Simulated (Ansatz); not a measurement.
# Ligand exchange: C3H7Br + Cd(CH3)(SH) → C3H8S + Cd(CH3)Br

Species: C3H7Br (1-bromopropane) `CCCBr`, singlet; Cd(CH3)(SH), singlet; C3H8S (1-propanethiol) `CCCS`, singlet; Cd(CH3)Br, singlet. The partners trade Br for SH: C–Br and Cd–SH bonds give way to C–SH and Cd–Br.

Shapes, held fixed at every level: PBE0-D4/def2-TZVP. Flexible molecules stand in one conformer, not always the lowest. Programs: Ansatz 0.2.0. Electronic energies: no zero-point or thermal term.

| level | kind | ΔE (kJ/mol) | less CCSD(T)/def2-TZVPP |
| --- | --- | --- | --- |
| r2SCAN-D4/def2-TZVPP | meta-GGA | -58.8 | -2.6 |
| wB97M-V/def2-TZVPP | range-separated hybrid | -61.5 | -5.3 |
| wB97X-V/def2-TZVPP | range-separated hybrid | -62.9 | -6.7 |
| B2PLYP/def2-TZVPP | double hybrid | -58.6 | -2.4 |
| MP2/def2-TZVPP | perturbation theory | -54.2 | +2.0 |
| CCSD/def2-TZVPP | coupled cluster or CI | -59.1 | -2.9 |
| CCSD(T)/def2-TZVPP | coupled cluster or CI | -56.2 | 0.0 |

The highest level, CCSD(T)/def2-TZVPP, gives ΔE = -56.2 kJ/mol; the levels span -62.9 to -54.2. The column of differences is taken from that level and isn't an error. No measured value is set beside it here. For atoms past krypton def2 sets carry core potentials with scalar relativity. Relativity is left out for Br. Outer-core shells of Br, Cd are correlated in most correlated rows, in sets that cover them unevenly.
